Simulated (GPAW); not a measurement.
A run of GPAW 26.7.0:

Contents of run.py:

```python
from ase.calculators.mixing import SumCalculator
from ase.eos import EquationOfState
from ase.io import Trajectory, read
from ase.units import GPa
from dftd4.ase import DFTD4
from gpaw import GPAW, PW

atoms = read('POSCAR')

traj = Trajectory('eos.traj', 'w')
volumes, energies = [], []
for x in [0.94, 0.96, 0.98, 1.0, 1.02, 1.04, 1.06]:
    a = atoms.copy()
    a.set_cell(atoms.cell * x**(1 / 3), scale_atoms=True)
    calc = GPAW(mode=PW(800),
                xc='MGGA_X_SCAN+MGGA_C_SCAN',
                kpts={'size': (8, 8, 8), 'gamma': True},
                occupations={'name': 'fermi-dirac', 'width': 0.05},
                nbands=11,
                convergence={'density': 1e-05, 'energy': 1e-05},
                maxiter=150,
                txt=f'eos-{x:.2f}.txt')
    a.calc = SumCalculator([calc, DFTD4(method='scan')])
    energies.append(a.get_potential_energy())
    volumes.append(a.get_volume())
    p = -a.get_stress()[:3].mean() / GPa
    calc.write(f'eos-{x:.2f}.gpw')
    traj.write(a)
    print(f'{x:.2f} {volumes[-1]:10.4f} A^3 {energies[-1]:14.6f} eV {p:9.3f} GPa', flush=True)

v0, e0, B = EquationOfState(volumes, energies, eos='birchmurnaghan').fit()
print(f'V0 = {v0:.4f} A^3, E0 = {e0:.6f} eV, B0 = {B / GPa:.2f} GPa')
```

The input POSCAR:

```
BAs
1.0
    0.0000000000      2.3885000000      2.3885000000
    2.3885000000      0.0000000000      2.3885000000
    2.3885000000      2.3885000000      0.0000000000
As B
1 1
Direct
    0.7500000000      0.7500000000      0.7500000000
    0.0000000000      0.0000000000      0.0000000000
```

Potentials or basis: GPAW PAW data sets (gpaw-data 1.2.1), pw.

The run is started by

```sh
$ OMP_NUM_THREADS=1 python run.py
```

Hardware: 1 thread of Intel(R) Xeon(R) Platinum 8559C (Emerald Rapids) (shared host).

Task: Estimate the wall time of this run.

Result: Run time: 2.6 min on 1 thread of Intel(R) Xeon(R) Platinum 8559C (Emerald Rapids) (shared host), peak memory 0.52 GiB. Counts: scf iterations 74, plane waves 1363, bands 11, k points 29.
